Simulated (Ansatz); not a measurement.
Rows from a G0W0 calculation on CdTe (F-43m) (Ansatz 0.2.0; G0W0 on PBE, plane waves, PAW; 4×4×4 mesh, 71 empty bands, screening to 60 eV), in eV. Spin-orbit coupling is left out.

```tsv
row	k	band	start	Σx	Σc at the solution	Vxc
A	Γ	c2	12.093	-6.615	-3.953	-10.847
B	Γ	v1	7.493	-17.915	1.846	-15.882
C	Γ	c1	8.255	-9.346	-3.559	-13.311
```

Work out each quasiparticle level and how far it moved.

The quasiparticle equation reads E = start + Σx + Σc(E) − Vxc.

```tsv
row	E (eV)	shift (eV)
A	12.373	+0.280
B	7.306	−0.187
C	8.662	+0.407
```

Limits: not at the basis limit; mesh may overstate the screening; no spin-orbit coupling; coarse k mesh.

[Paths, hosts, dates, memory and timing lines, banners, echoed tables and standing remarks are left out of the program output.]

[Logs are printed without paths, hosts, clocks, repeated set-up lines and the standing remarks that a program may print on its own settings, such as how far it seeks lower states.]

[Runs of the session that timed out or met a known fault of the program may be left out.]

[Cells called generated may have been cut or substituted from an entry of the Crystallography Open Database or the Materials Project.]

[Hosts, paths, dates, database ids (printed as entryN), source tags and the programs' standing remarks are cut or masked in the printed files.]
